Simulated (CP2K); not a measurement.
Runs of CP2K 2026.2 on CdF2. The structure is cubic, space group Fm-3m (No. 225). The conventional cell has a = 5.388 Å, b = 5.388 Å, c = 5.388 Å, α = 90.00°, β = 90.00°, γ = 90.00°. Around Cd (site symmetry m-3m) lie 8 F at 2.33 Å. F (site symmetry -43m) is surrounded by 4 Cd at 2.33 Å. 

```csv
task,level,potentials or basis,cell,k mesh,smearing,EPS_DEFAULT,k points reduced by the point group,NGRIDS,points a segment of the path (NPOINTS),bands added on the path,gap on the mesh (eV),pressure (GPa)
band structure,TASK,"POTENTIAL_UZH Cd GTH-SCAN-q12, F GTH-SCAN-q7; TZVP-MOLOPT-SCAN-GTH basis",as given,9 × 9 × 9,fermi-dirac 0.05 eV,1.0E-9,yes,4,8,6,4.65,(a)
band structure,PBEsol,"POTENTIAL_UZH Cd GTH-PBE-q12, F GTH-PBE-q7; TZVP-MOLOPT-PBE-GTH basis",as given,9 × 9 × 9,fermi-dirac 0.01 eV,1.0E-9,yes,4,8,2,(b),1.4
relaxation of cell and atoms,RPBE,"POTENTIAL_UZH Cd GTH-PBE-q12, F GTH-PBE-q7; TZVP-MOLOPT-PBE-GTH basis",relaxed,7 × 7 × 7,fermi-dirac 0.05 eV,1.0E-9,-,4,-,-,2.95,0.0
band structure,TB-mBJ,"POTENTIAL_UZH Cd GTH-PBE-q12, F GTH-PBE-q7; TZVP-MOLOPT-PBE-GTH basis",as given,9 × 9 × 9,fermi-dirac 0.05 eV,1.0E-9,yes,4,8,6,2.60,-
band structure,SCAN,"POTENTIAL_UZH Cd GTH-SCAN-q12, F GTH-SCAN-q7; TZVP-MOLOPT-SCAN-GTH basis",as given,9 × 9 × 9,fermi-dirac 0.01 eV,1.0E-10,yes,5,10,6,3.67,1.3
```

Alike in all rows: no spin polarisation.

Fill in the values left out.

(a) 11.9; (b) 2.89.

Caveats: the basis of atomic orbitals isn't converged, which shifts pressures, moduli and gaps; the potentials were made for another functional, which shifts forces and pressure (some runs); an odd mesh through Γ misses points on the zone boundary, where band edges often lie (some runs); the real-space grid breaks the cell's symmetry a little (some runs); this is a model potential without an energy functional, so only levels have meaning (some runs).

A k mesh can miss the band edges, and the runs leave out spin-orbit coupling on Cd.

Not every run made on this cell is shown here.
